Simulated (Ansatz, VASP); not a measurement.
**Cross-check of Al27N26 (V_N) between VASP and Ansatz**

Wanted: the spread between two codes on one cell, functional and k mesh. The cell is taken from a series of runs on this material, whose earlier steps may have relaxed, scaled, displaced or heated it; both programs get it as it stands.

Method: plane waves, with VASP 6.6.1 beside it; single point at r2SCAN, in Ansatz 0.2.0.

### 1. The structure

The cell holds 53 atoms: 27 Al and 26 N. Cell: a = 9.270 Å, b = 9.270 Å, c = 9.270 Å, α = 60.0°, β = 60.0°, γ = 60.0°. It derives from AlN (AlN (F-43m)). Nearest the centre at fractional (0.417, 0.417, 0.417): Al17 at 1.80 Å, Al15 at 1.84 Å, Al23 at 1.84 Å, Al14 at 1.88 Å, N33 at 3.02 Å, N43 at 3.03 Å, N48 at 3.03 Å, N38 at 3.03 Å.

Structure file:

```cif
data_structure
_symmetry_space_group_name_H-M 'P 1'
_symmetry_Int_Tables_number 1
_cell_length_a 9.2697
_cell_length_b 9.2697
_cell_length_c 9.2697
_cell_angle_alpha 60.000
_cell_angle_beta 60.000
_cell_angle_gamma 60.000
_cell_volume 563.22
loop_
_atom_site_label
_atom_site_type_symbol
_atom_site_fract_x
_atom_site_fract_y
_atom_site_fract_z
_atom_site_occupancy
Al1 Al 0.00044 0.99912 0.99934 1
Al2 Al 0.00059 0.99929 0.33269 1
Al3 Al 0.99944 0.00021 0.66629 1
Al4 Al 0.00064 0.33268 0.99968 1
Al5 Al 0.00090 0.33218 0.33234 1
Al6 Al 0.00135 0.33294 0.66602 1
Al7 Al 0.00110 0.66665 0.00003 1
Al8 Al 0.00376 0.66403 0.33401 1
Al9 Al 0.00143 0.66618 0.66755 1
Al10 Al 0.33371 0.99932 0.99959 1
Al11 Al 0.33372 0.99868 0.33265 1
Al12 Al 0.33214 0.00206 0.66440 1
Al13 Al 0.33335 0.33218 0.99990 1
Al14 Al 0.32408 0.35551 0.32306 1
Al15 Al 0.35674 0.32870 0.65827 1
Al16 Al 0.33512 0.66395 0.00272 1
Al17 Al 0.32849 0.65313 0.32756 1
Al18 Al 0.33346 0.66721 0.66559 1
Al19 Al 0.66739 0.00018 0.99836 1
Al20 Al 0.66543 0.00206 0.33110 1
Al21 Al 0.66484 0.00368 0.66380 1
Al22 Al 0.66709 0.33291 0.00030 1
Al23 Al 0.65914 0.32871 0.35584 1
Al24 Al 0.66497 0.33509 0.66400 1
Al25 Al 0.66857 0.66618 0.00036 1
Al26 Al 0.66668 0.66719 0.33238 1
Al27 Al 0.66705 0.66743 0.66592 1
N28 N 0.08396 0.08283 0.08295 1
N29 N 0.08411 0.08254 0.41601 1
N30 N 0.08277 0.08321 0.74992 1
N31 N 0.08393 0.41626 0.08288 1
N32 N 0.07594 0.41466 0.41963 1
N33 N 0.09241 0.41530 0.74492 1
N34 N 0.08425 0.75015 0.08314 1
N35 N 0.07876 0.75275 0.42170 1
N36 N 0.08360 0.75085 0.75091 1
N37 N 0.41708 0.08256 0.08304 1
N38 N 0.41433 0.09215 0.41335 1
N39 N 0.41410 0.07937 0.75244 1
N40 N 0.42079 0.41456 0.07489 1
N41 N 0.41525 0.42070 0.75574 1
N42 N 0.42262 0.75278 0.07778 1
N43 N 0.41561 0.74503 0.41447 1
N44 N 0.41682 0.75195 0.74828 1
N45 N 0.75106 0.08314 0.08163 1
N46 N 0.75343 0.07932 0.41307 1
N47 N 0.75037 0.08409 0.74931 1
N48 N 0.74591 0.41534 0.09140 1
N49 N 0.75677 0.42057 0.41431 1
N50 N 0.75151 0.41707 0.75046 1
N51 N 0.75193 0.75078 0.08257 1
N52 N 0.74934 0.75198 0.41571 1
N53 N 0.75150 0.75010 0.75044 1
```

### 2. Ansatz: single point, r2SCAN

Ansatz runs on its default PAW (the set named soft_2) files.

A single point gives forces, pressure and levels at one fixed geometry, so differences don't come from the geometry; what else differs is listed under the comparison.

Contents of input.yaml:

```yaml
crystal:
  checkpoint: "../qm1.relax.run"
  host: checkpoint
basis:
  ecutwfc: 500
  xc_grid: 2
hamiltonian:
  xc: r2scan
kpoints:
  mp_grid: { grid: [2, 2, 2], shift: [0.5, 0.5, 0.5] }
scf:
  occupations: { method: fermi_dirac, width: 0.01 }
  max_iter: 60
output:
  forces: true
  eigenvalues: true
  charged_corrections: { defect_position: [0.416667, 0.416667, 0.416667] }
checkpoint:
  read: "../qm1.relax.run"
  write: "../qm1.point_neutral.run"
  compress: false
  write_wavefunctions: false
  write_every: 100000
magnetization:
  spin_polarized: true
  initial_magnetization: 1
  spin_locking: { lock_magnetization: hard }
```

Launch:

```console
> ansatz run input.yaml --threads 4 --pin off --max-ram 7536MiB --backend cpu --events-out ev --progress --plain --runs-dir out
```

Numbers of over 12 decimals in the logs are rounded to 6 here.

The log of the run:

```text
Warning: This run holds its total moment fixed (magnetization.spin_locking.lock_magnetization: hard) and mixes its density by anderson or broyden (scf.mixing.algorithm, typed or taken by auto). Slabs with a fixed moment have converged under broyden above another state at the same moment, at the default mixing steps and at smaller ones, and under scf.lower_state_search: standard, light or off a state that such a mixer [...]
checkpoint.read: neither the saved density nor the saved orbitals are used: the state is of another total charge, and does not settle where this run's electrons and spins go. The run starts from its atoms. Which states do: the manual's quickstart, A charge series.
crystal.checkpoint: the structure is that of <dir>, a `relax` run, at its step 9: its result, under r2scan at a charge of -1 e; 53 atoms read, 0 with a starting moment; this deck's charge is 0 e; no density is read with it (checkpoint.read); crystal.structure_sha256 for this input is
Engine: ansatz 0.2.0, aarch64-unknown-linux-gnu
Pseudopotentials: kind: paw
Pseudopotential: Al, paw, valence charge 3, recommended cutoff 500 eV (meta_gga), Al.paw.azcp
Pseudopotential: N, paw, valence charge 5, recommended cutoff 500 eV (meta_gga), N.paw.azcp
Functional definition: r2SCAN
  parameter k0 = 0.174
  parameter k1 = 0.065
  parameter a1 = 4.9479
  exchange = r2scan_x(k0 = k0, k1 = k1, a1 = a1)
  correlation = r2scan_c
Crystal: 53 atoms, lattice volume = 563.217 Å³
Basis set: ecut = 500 eV, 14331 PW (Γ), exchange–correlation on 144×144×144 points (8 copies of the dense FFT grid, shifted against one another)
Bands: 159, of which v1, the nominal top of the filled ones, is band 106 counted from 1 (105 counted from 0)
Symmetry: 1 space group operations
Space group: P1 (ITA 1), of the structure as read, at distance tolerance 8.3e-5 Å
Magnetic group: BNS 1.1 (UNI 1), of the structure as read, at distance tolerance 8.3e-5 Å
k-points: 4 of 8 (time reversal used)
Non-local potential: Al, projectors of the file, l = 0: 2, l = 1: 2, l = 2: 1
Non-local potential: N, projectors of the file, l = 0: 2, l = 1: 2, l = 2: 1
PAW form: soft (Blöchl's): semilocal exchange-correlation on the pseudo side does not see the compensation charge
PAW frozen core: Al, regenerated for the run's functional (the file was generated under x = pbe(κ = 0.804, μ = 0.219515), c = pbe(β = 0.066725))
PAW frozen core: N, regenerated for the run's functional (the file was generated under x = pbe(κ = 0.804, μ = 0.219515), c = pbe(β = 0.066725))
PAW one-centre angular grid: Al, 302 points (default); XC on 160 Gauss nodes
PAW one-centre angular grid: N, 302 points (default); XC on 160 Gauss nodes
Initial density: superposition of atomic densities (chi_scale 0.1, normalization cell, long waves kept (reshape's long-wave potential 0.20 eV rms))
Starting moments: Σ|m| = 1 μB on 53 of 53 sites
Initial wavefunctions: pseudopotential atomic-orbital guess
Functional: x = r2scan, c = r2scan; τ floored in thin density (d = 2e-4 eV/Å³)
SCF iter   1: F=—  HF=-24701.541103 eV  |F-HF|=—  |Δ(HF+E_count)|=         —  Δρ=6.56e-2 (↑6.50e-2 ↓6.56e-2)  dr2=1.20e2  dr2_τ=3.66e0  dr2_m=6.42e-2  M=1.000 μB ∫|m|=1.005 μB  β_m=1.20  ethr=3.10e-3  ⟨swp⟩=6.0  Hψ=5452  notcnv=0  defer=186
preconditioner: auto → Resta (q_TF=auto, 2.316 Å⁻¹)  ε∞=3.3  [insulator: Δε(μ)=1.202 eV  Ē_g=14.998 eV  σ=0.010 eV  W_gap=1.00  n_scr=112 (ndim 8)  ℏωp=22.7 eV  f_vac=0.000  D(μ)=0.00/eV (n_scr^D=0)  ε∞_Penn≈3.3]
spin=Collinear: Resta preconditioning applied to the charge; magnetization (m = ρ↑ − ρ↓) channel mixes plain (no charge-response kernel on spin).
SCF iter   2: F=—  HF=-24678.907948 eV  |F-HF|=—  |Δ(HF+E_count)|=    2.26e1  Δρ=3.36e-2 (↑3.36e-2 ↓3.33e-2)  dr2=3.16e1  dr2_τ=3.07e-1  dr2_m=2.80e-3  M=1.000 μB ∫|m|=1.176 μB  β_m=1.20  ethr=3.10e-3  ⟨swp⟩=3.0  Hψ=2382  notcnv=0  defer=391  κ⁻¹=1.0e0(r=1)
SCF iter   3: F=—  HF=-24675.517337 eV  |F-HF|=—  |Δ(HF+E_count)|=    3.39e0  Δρ=1.72e-2 (↑1.72e-2 ↓1.72e-2)  dr2=4.22e0  dr2_τ=4.50e-2  dr2_m=5.54e-4  M=1.000 μB ∫|m|=1.309 μB  β_m=1.20  ethr=3.10e-3  ⟨swp⟩=3.0  Hψ=2070  notcnv=0  defer=388  κ⁻¹=6.3e-2(r=2)
SCF iter   4: F=—  HF=-24676.013797 eV  |F-HF|=—  |Δ(HF+E_count)|=   4.96e-1  Δρ=1.15e-2 (↑1.15e-2 ↓1.15e-2)  dr2=1.53e0  dr2_τ=2.23e-2  dr2_m=1.55e-4  M=1.000 μB ∫|m|=1.304 μB  β_m=1.20  ethr=2.00e-3  ⟨swp⟩=2.0  Hψ=1503  notcnv=0  defer=388  κ⁻¹=6.0e-3(r=3)
[...]
atom   2  N     -0.07093192     0.00526975    -0.07027699
  atom   3  Al     0.01893405    -0.00131061     0.32976582
  atom   4  N      0.05440879    -0.07116508    -0.07431699
  atom   5  Al    -0.03121717     0.11338947     0.10598521
  atom   6  N     -0.02759671    -0.05163273     0.02234689
  atom   7  Al     0.00585563     0.02738202     0.00799134
  atom   8  N      0.02480050     0.02479522     0.02222901
  atom   9  Al    -0.44808347     0.02271643     0.01222708
  atom  10  N      0.04121087     0.22988878     0.95343783
  atom  11  Al     0.23263216     0.25675651    -0.19863195
  atom  12  N     -0.25360972     0.03249860     0.18530008
  atom  13  Al    -0.02574492    -0.03423065    -0.02705446
  atom  14  N     -0.06601640     0.44936527    -0.06750600
  atom  15  Al     0.55623430    -0.66791867    -0.30029137
  atom  16  N     -1.00030442    -0.06913087    -0.02853867
  atom  17  Al     0.22126833     0.16882091    -0.14667559
  atom  18  N     -0.10625586    -0.04101407    -0.02615304
  atom  19  Al     0.32234465    -0.00096590     0.02029145
  atom  20  N     -0.07616173    -0.06937413     0.05532169
  atom  21  Al     0.01770254    -0.07754925     0.02050621
  atom  22  N      0.22046776    -0.09557393     0.22828038
  atom  23  Al    -0.07514670    -0.04299736    -0.15670017
  atom  24  N     -0.05759846     0.02053357     0.85568618
  atom  25  Al     0.00794269     0.02432785    -0.43988023
[...]
atom  46  Al     0.43014070     0.81994761     0.43119197
  atom  47  N     -0.09171025    -0.12133188    -0.08834618
  atom  48  Al    -0.13969538     0.16318968     0.21614983
  atom  49  N     -0.02790944    -0.04005239    -0.09126953
  atom  50  Al     0.18885183    -0.13510256     0.32906780
  atom  51  N     -0.12175821     0.01763061     0.00131975
  atom  52  Al     0.08440042     0.07202911     0.08167692
  atom  53  N     -0.01490818    -0.09619389    -0.01407924
  max |Σ_I F_I| component: 3.50e-2 eV/Å
--- Band table (eV; the first three rows and the last of 8) ---
  k-point 0 ↑: bands = [... 102 lower, 6.3529, 6.5418, 6.5485, 9.1031, 10.9206, 11.1851, 11.4761, 11.8547, ... 49 higher]
  k-point 1 ↑: bands = [... 102 lower, 6.3738, 6.5070, 6.5715, 9.0109, 10.6947, 10.9023, 11.2429, 11.5676, ... 49 higher]
  k-point 2 ↑: bands = [... 102 lower, 6.3618, 6.5007, 6.5515, 8.8376, 10.4404, 11.1229, 11.2680, 11.8063, ... 49 higher]
  k-point 3 ↓: bands = [... 102 lower, 6.4004, 6.5197, 6.7947, 10.3702, 10.8411, 10.9921, 11.2030, 11.9194, ... 49 higher]
```

In the SCF lines HF is the Harris–Foulkes energy and dr2 the Hartree energy of the density residual, in eV; the loop may stop once dr2 is under the threshold and the program's other checks hold. Hψ counts applications of the Hamiltonian.

### 3. VASP: single point, r2SCAN

The same cell, functional, mesh and smearing now go to VASP, with its own data sets.

Lines of VASP's logs that name or quote its potential files are left out, and so is its time.

Contents of INCAR:

```
SYSTEM = Al27N26
PREC = Accurate
ENCUT = 580
EDIFF = 1E-06
NELM = 200
ISMEAR = -1
SIGMA = 0.01
LREAL = Auto
ALGO = Normal
METAGGA = R2SCAN
LASPH = .TRUE.
NBANDS = 144
ISPIN = 2
MAGMOM = 0 0 0 -0 0 0 0 -0 0 0 -0 0 0 0.02 0.02 -0 0.02 0 0 0 -0 0 0.02 -0 0 0 0 0 0 0 0 0.03 -0 0 0.03 0 0 -0 0.03 0.03 0.03 0.03 -0 0 0 0.03 0 -0 0.03 0 0 0 0
LORBIT = 11
LWAVE = .FALSE.
LCHARG = .FALSE.
ISIF = 2
ISYM = 0
NUPDOWN = 1
GGA_COMPAT = .FALSE.
LMIXTAU = .TRUE.
KPAR = 4
```

Contents of POSCAR:

```
Al27N26
1.0
    0.0000000000      6.5546377405      6.5546377405
    6.5546377405      0.0000000000      6.5546377405
    6.5546377405      6.5546377405      0.0000000000
Al N
27 26
Direct
    0.0004443780      0.9991195574      0.9993382556
    0.0005883754      0.9992928531      0.3326925194
    0.9994418720      0.0002080034      0.6662945174
    0.0006393956      0.3326810369      0.9996808273
    0.0008950686      0.3321776644      0.3323404053
    0.0013462621      0.3329425967      0.6660218117
    0.0011024278      0.6666479014      0.0000303271
    0.0037634120      0.6640294067      0.3340111966
    0.0014268524      0.6661784624      0.6675544307
    0.3337054596      0.9993174916      0.9995947065
    0.3337244909      0.9986846033      0.3326489565
    0.3321431765      0.0020632429      0.6643987191
    0.3333516656      0.3321773243      0.9998993740
    0.3240828348      0.3555074951      0.3230597112
    0.3567392689      0.3287038291      0.6582732671
    0.3351221434      0.6639522949      0.0027236211
    0.3284928438      0.6531331199      0.3275600212
    0.3334579810      0.6672064233      0.6655896972
    0.6673894689      0.0001829667      0.9983581937
    0.6654272496      0.0020619826      0.3310977579
    0.6648381431      0.0036827756      0.6637955498
    0.6670905392      0.3329066998      0.0002954848
    0.6591396494      0.3287054531      0.3558382316
    0.6649702725      0.3350936685      0.6639973397
    0.6685683034      0.6661790824      0.0003631038
    0.6666792676      0.6671898041      0.3323762866
    0.6670524132      0.6674277452      0.6659179531
    0.0839620667      0.0828315693      0.0829481324
    0.0841092485      0.0825358581      0.4160124349
    0.0827724151      0.0832064987      0.7499151988
    0.0839315405      0.4162611849      0.0828795998
    0.0759368941      0.4146559849      0.4196250550
    0.0924123388      0.4152972998      0.7449211473
    0.0842471585      0.7501520057      0.0831360252
    0.0787557923      0.7527455651      0.4216954820
    0.0835988520      0.7508500033      0.7509122246
    0.4170849075      0.0825594808      0.0830407295
    0.4143339519      0.0921452887      0.4133533465
    0.4141034249      0.0793715769      0.7524377092
    0.4207927296      0.4145626885      0.0748886086
    0.4152541555      0.4206984374      0.7557388000
    0.4226235314      0.7527777582      0.0777756838
    0.4156125188      0.7450283811      0.4144715702
    0.4168200785      0.7519548652      0.7482838778
    0.7510554405      0.0831440513      0.0816326333
    0.7534258683      0.0793240704      0.4130697097
    0.7503719354      0.0840905613      0.7493103037
    0.7459073156      0.4153440420      0.0914027292
    0.7567708848      0.4205716532      0.4143094935
    0.7515089760      0.4170748229      0.7504593773
    0.7519299538      0.7507780152      0.0825717605
    0.7493385741      0.7519828578      0.4157072856
    0.7514967704      0.7500951449      0.7504379450
```

Contents of KPOINTS:

```
Points of the shifted mesh
8
Reciprocal
 0.2500000000  0.2500000000  0.2500000000 1
 0.2500000000  0.2500000000  0.7500000000 1
 0.2500000000  0.7500000000  0.2500000000 1
 0.2500000000  0.7500000000  0.7500000000 1
 0.7500000000  0.2500000000  0.2500000000 1
 0.7500000000  0.2500000000  0.7500000000 1
 0.7500000000  0.7500000000  0.2500000000 1
 0.7500000000  0.7500000000  0.7500000000 1
```

The projector-augmented-wave data sets are Al and N (PBE family, release 64).

Launch:

```console
> mpirun -np 8 vasp_std
```

The log of the run:

```text
[banner, memory and clock lines left out]
running    8 mpi-ranks, on    1 nodes
[...]
|                                                                             |
|           W    W    AA    RRRRR   N    N  II  N    N   GGGG   !!!           |
|           W    W   A  A   R    R  NN   N  II  NN   N  G    G  !!!           |
|           W    W  A    A  R    R  N N  N  II  N N  N  G       !!!           |
|           W WW W  AAAAAA  RRRRR   N  N N  II  N  N N  G  GGG   !            |
|           WW  WW  A    A  R   R   N   NN  II  N   NN  G    G                |
|           W    W  A    A  R    R  N    N  II  N    N   GGGG   !!!           |
|                                                                             |
|     For optimal performance we recommend to set                             |
|       NCORE = 2 up to number-of-cores-per-socket                            |
|     NCORE specifies how many cores store one orbital (NPAR=cpu/NCORE).      |
|     This setting can greatly improve the performance of VASP for DFT.       |
[...]
|                                                                             |
|     You enforced a specific xc type in the INCAR file but a different       |
|     [... a line on the potential file left out ...]
|     I HOPE YOU KNOW WHAT YOU ARE DOING!                                     |
|                                                                             |

 LDA part: xc-table for (None), standard interpolation
 POSCAR, INCAR and KPOINTS ok, starting setup
[...]
entering main loop
       N       E                     dE             d eps       ncg     rms          rms(c)
DAV:   1     0.840577290659E+03    0.84058E+03   -0.10718E+05  4608   0.149E+03
DAV:   2    -0.506654951837E+03   -0.13472E+04   -0.12810E+04  5776   0.296E+02
DAV:   3    -0.614225288036E+03   -0.10757E+03   -0.10664E+03  5568   0.904E+01
DAV:   4    -0.615886883445E+03   -0.16616E+01   -0.16568E+01  5384   0.119E+01
[...]
DAV:  22    -0.501831462250E+03    0.16917E-05   -0.13835E-06  3360   0.423E-03    0.289E-03
DAV:  23    -0.501831463443E+03   -0.11926E-05   -0.49351E-07  2792   0.322E-03    0.198E-03
DAV:  24    -0.501831463108E+03    0.33497E-06   -0.22627E-07  2688   0.152E-03
   1 F= -.50183146E+03 E0= -.50183146E+03  d E =-.277078E-11  mag=     1.0000
```

From OUTCAR (step 3):

```text
  FREE ENERGIE OF THE ION-ELECTRON SYSTEM (eV)
  ---------------------------------------------------
  free  energy   TOTEN  =      -501.8314631078 eV

  energy  without entropy=     -501.8314631078  energy(sigma->0) =     -501.83146311

 magnetization (x)
# of ion       s       p       d       tot
------------------------------------------
    1        0.000   0.000   0.000   0.000
    2        0.002   0.003   0.000   0.004
    3        0.000   0.000   0.000   0.000
    4       -0.000  -0.000   0.000  -0.001
    5        0.002   0.003   0.000   0.004
    6       -0.000   0.000   0.000  -0.000
    7        0.000   0.000   0.000   0.000
    8       -0.001  -0.001   0.000  -0.002
    9       -0.000   0.000   0.000  -0.000
   10        0.002   0.003   0.000   0.004
   11       -0.000  -0.000   0.000  -0.001
   12       -0.000   0.000   0.000  -0.000
   13        0.002   0.003   0.000   0.004
[...]
--------------------------------------------------
tot          0.096   0.317   0.000   0.413
```

The run ends at a pressure of -0.58 GPa, with forces up to 1.7 eV/Å.

### 4. Side by side

Known differences besides the potentials themselves: VASP starts from the moments at which Ansatz ended; VASP keeps PBE cores, Ansatz makes them for the functional; the cutoff is 500 eV in Ansatz and 580 eV in VASP (PREC = Accurate, projectors in real space). Total energies have different zeros and are not compared.

The two programs side by side:

```csv
quantity,Ansatz,VASP,difference
"total moment, fixed by the input (μB)",1.00,1.00,0.00
```

Forces on 10 of the 53 atoms, those with the largest forces and the largest differences (eV/Å; atoms numbered as in POSCAR):

```csv
atom,"Ansatz x, y, z","VASP x, y, z"
Al6,"0.233, 0.257, -0.199","0.234, 0.253, -0.209"
Al14,"-0.996, 0.466, -0.993","-1.000, 0.467, -0.995"
Al15,"0.902, -0.314, -1.292","0.904, -0.311, -1.296"
Al17,"1.173, 0.079, 1.184","1.172, 0.074, 1.185"
Al19,"0.101, 0.114, -0.034","0.106, 0.125, -0.034"
Al20,"-0.161, -0.053, -0.076","-0.160, -0.040, -0.075"
Al23,"-1.297, -0.313, 0.906","-1.303, -0.311, 0.910"
Al24,"0.430, 0.820, 0.431","0.430, 0.825, 0.434"
N41,"-0.995, -0.275, 0.168","-0.998, -0.276, 0.177"
N49,"0.177, -0.286, -0.987","0.186, -0.288, -0.990"
```

The forces differ by 4.1 meV/Å r.m.s., which is 1.0 % of the r.m.s. force of 0.388 eV/Å (both taken over all components).

### 5. Results

```
r.m.s. force difference (single point, r2SCAN) : 1.0 % of the r.m.s. force
```

The r.m.s. force difference is 1.0 % of the r.m.s. force (single point, r2SCAN), within the 3 % picked in this series as the mark of a large difference. Such differences can come from data sets, numerical settings and the points named under the comparisons, not from the functional's error against experiment.

[Lines on the potential files, build, host, timing and source positions are cut from VASP's logs without a mark.]

[Logs are printed without paths, hosts, clocks, repeated set-up lines and the standing remarks that a program may print on its own settings, such as how far it seeks lower states.]

[Hosts, paths, dates, database ids (printed as entryN), source tags and the programs' standing remarks are cut or masked in the printed files.]
